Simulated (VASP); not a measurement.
Runs of VASP 6.6.1 on AgBr. It takes space group Fm-3m (No. 225, cubic). The conventional cell has a = 5.740 Å, b = 5.740 Å, c = 5.740 Å, α = 90.00°, β = 90.00°, γ = 90.00°. Around Ag (site symmetry m-3m) lie 6 Br at 2.87 Å. Br (site symmetry m-3m) is surrounded by 6 Ag at 2.87 Å. 

```tsv
task	level	spin	screening parameter	exchange at q = 0	gap on the mesh (eV)	pressure (GPa)
single point	HSE06	SOC, no magnetisation	0.2 1/A	-	-	1.9
band structure	HSE06	off	0.2 1/A	-	2.02	1.9
band structure	HSE03	off	-	-	1.80	(b)
band structure	PBE0	off	-	truncated	2.67	(a)
```

Alike in all rows: potentials or basis VASP PAW PBE potentials, release 64 (Ag, Br); cell as given; k mesh 6 × 6 × 6; cutoff (eV) 520; smearing gaussian 0.02 eV.

Q: Estimate the missing entries.

A: (a) 1.8; (b) 2.0.

Caveats: the PAW data sets were made with another functional, which shifts forces and pressure a little.

A k mesh can miss the band edges, and rows without SOC leave out spin-orbit coupling on Ag, Br.
